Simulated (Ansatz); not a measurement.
# PtTe2

**What was measured.** A cell as deposited of trigonal PtTe2 (space group P-3m1), temperature not stated, from the Crystallography Open Database (1965), has a, c = 4.026, 5.221 Å and 24.43 Å³/atom.

Method: r²SCAN, scalar-relativistic; no spin polarisation; PAW, 500 eV, 10×10×6 k-mesh, Gaussian smearing of 0.05 eV; code Ansatz. The datasets are Ansatz's generated set soft_2.

```yaml
crystal:
  lattice:
    - [4.04759, 0.00000, 0.00000]
    - [-2.02380, 3.50532, 0.00000]
    - [0.00000, 0.00000, 5.52837]
  atoms:
    - { symbol: Te, position: [0.33333, 0.66667, 0.24679] }
    - { symbol: Te, position: [0.66667, 0.33333, 0.75321] }
    - { symbol: Pt, position: [0.00000, 0.00000, 0.00000] }
```

The chain of runs began from a cell as deposited in COD, expanded in volume. Of that entry: the entry's cell lengths or inner coordinates differ somewhat from later room-temperature determinations.

The cell above was scaled in volume, and shape and atoms were relaxed at each volume within its symmetry. Energies are counted from the cell above.

```csv
V (Å³/atom),ΔE (meV/atom),P (GPa)
25.10,3.5,1.12
25.62,?,?
26.15,0.0,-0.01
26.67,0.5,-0.39
27.19,2.4,-0.74
27.98,6.0,-0.74
```

(1) Fill in the withheld row.

(2) Can a bulk modulus be trusted from these points?

Answers:

(1) ΔE (meV/atom): 1.1, P (GPa): 0.52.

(2) No. The energies are smooth (scatter 0.11 meV/atom), but the fit's B0′ of 11.5 is out of the usual range: the curve is too flat or too lopsided over this range, as for soft or weakly bound crystals, and a third-order form can't fix it.

**Comparison.** The computed cell (4.048, 5.528 Å, 26.15 Å³/atom) differs from the database's by +7.0 % in volume, about +2.3 % in length. The axes miss by +0.5 %, +5.9 %. The axes miss by different amounts; where weakly bound layers or chains set an axis, functionals without a dispersion term leave it too long. Spin–orbit coupling, left out, also moves the volume of such heavy elements' compounds. The database's entry may also be off.

Scalar-relativistic only: spin–orbit splittings of the heavy atoms' levels are missing. The structure is layered, and this functional has no dispersion term, so the layers' spacing is poorly fixed, often too long, and so is what hangs on it. The run is a metal.
